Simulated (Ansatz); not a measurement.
Mg₂Si (antifluorite), relaxed with r2SCAN, was run in the plane-wave code Ansatz under altered settings. All numbers are computed, without spin polarisation but where a row says otherwise.

```
CELL_PARAMETERS angstrom
0.00000 3.16896 3.16896
3.16896 0.00000 3.16896
3.16896 3.16896 0.00000
ATOMIC_POSITIONS crystal
Si 0.00000 0.00000 0.00000
Mg 0.25000 0.25000 0.25000
Mg 0.75000 0.75000 0.75000
```

The base run's other keys:
```yaml
kpoints:
  mp_grid: { grid: [6, 6, 6] }
hamiltonian:
  xc: r2scan
scf:
  occupations: { method: fixed }
  n_extra_bands: 4
```

It takes 6 iterations with 1639 plane waves at 500 eV and 16 k points, and leaves a mean stress of 0.00 GPa. The gap over this mesh is 0.441 eV. It ran on 4 threads of Arm Neoverse V1 (shared host).

Outcomes, with energy and stress as changes against the base:
```csv
setting,outcome,ΔF (meV/atom),Δ mean stress (GPa),gap on the mesh (eV),iterations,wall time
crystal.symmetry.detect: false,converged,0.0,0.00,0.441,6,7.5 s
"kpoints.mp_grid.grid: [4, 4, 4]",converged,+40,+0.03,0.417,6,0.9 s
basis.ecutwfc: 250,"converged, warned",+174,+0.01,0.429,6,0.54 s
hamiltonian.pseudopotentials: nc (cutoff then 1143 eV),converged,–,-0.05,0.444,7,2.6 s
scf.occupations: fermi_dirac 0.05,converged,0.0,0.00,0.441,6,1.1 s
scf.convergence.dr2_threshold: 1e-12,converged,0.0,0.00,0.441,8,1.2 s
scf.mixing.beta: 1.0,converged,0.0,0.00,0.441,6,1.1 s
scf.mixing.ndim: 1,converged,0.0,0.00,0.441,20,1.9 s
basis.ecutwfc: 900,converged,-1.5,-0.01,0.441,6,1.9 s
"kpoints.mp_grid.grid: [8, 8, 1]","converged, warned",+666,+2.63,0.286,6,1.5 s
"kpoints.mp_grid.grid: [3, 3, 3]",converged,+149,+0.23,1.082,6,0.75 s
scf.mixing.preconditioner: none,converged,0.0,0.00,0.441,6,1.2 s
"kpoints.mp_grid.grid: [5, 5, 5]",converged,+9.8,0.00,0.701,6,0.97 s
basis.ecutwfc: 0,refused,–,–,–,–,0.09 s
"kpoints.mp_grid.grid: [0, 4, 4]",refused,–,–,–,–,0.09 s
```
A dash marks a value that wasn't obtained or can't be compared. Stress is positive in compression. Its mean hides that meshes of lower symmetry stress the axes unequally. The base took 1.2 s.

- basis.ecutwfc: 250. 537 plane waves in place of 1639. The free energy moves by +174 meV an atom, the mean stress by +0.01 GPa and the gap on the mesh by -0.011 eV (to 0.429). The basis is too small: these are errors of the cutoff. Warned: cutoff below recommended.
- kpoints.mp_grid.grid: [8, 8, 1]. The free energy moves by +666 meV an atom, the mean stress by +2.63 GPa and the gap on the mesh by -0.154 eV (to 0.286). The mesh breaks the crystal's symmetry, so the stress, and any force that symmetry no longer fixes, lose it too. The mesh is too coarse. Warned: symmetry narrowed by mesh.
- kpoints.mp_grid.grid: [3, 3, 3]. The free energy moves by +149 meV an atom, the mean stress by +0.23 GPa and the gap on the mesh by +0.641 eV (to 1.082). The gap changes mostly because other points are sampled; a mesh that misses a band edge overestimates it. The mesh is too coarse.
- kpoints.mp_grid.grid: [5, 5, 5]. The free energy moves by +9.8 meV an atom, the mean stress by 0.00 GPa and the gap on the mesh by +0.260 eV (to 0.701). The gap changes mostly because other points are sampled; a mesh that misses a band edge overestimates it. The mesh is too coarse.
- basis.ecutwfc: 0. The program doesn't start. Error: invalid value for `basis.ecutwfc`: must be finite and > 0; got 0 eV
- kpoints.mp_grid.grid: [0, 4, 4]. The input is refused before any iteration. Error: invalid value for `kpoints.mp_grid.grid`: each dimension must be in 1..=255

Within 1 meV an atom, 0.1 GPa and 0.005 eV of the base stay: crystal.symmetry.detect: false; scf.occupations: fermi_dirac 0.05; scf.convergence.dr2_threshold: 1e-12; scf.mixing.beta: 1.0; scf.mixing.ndim: 1; scf.mixing.preconditioner: none.
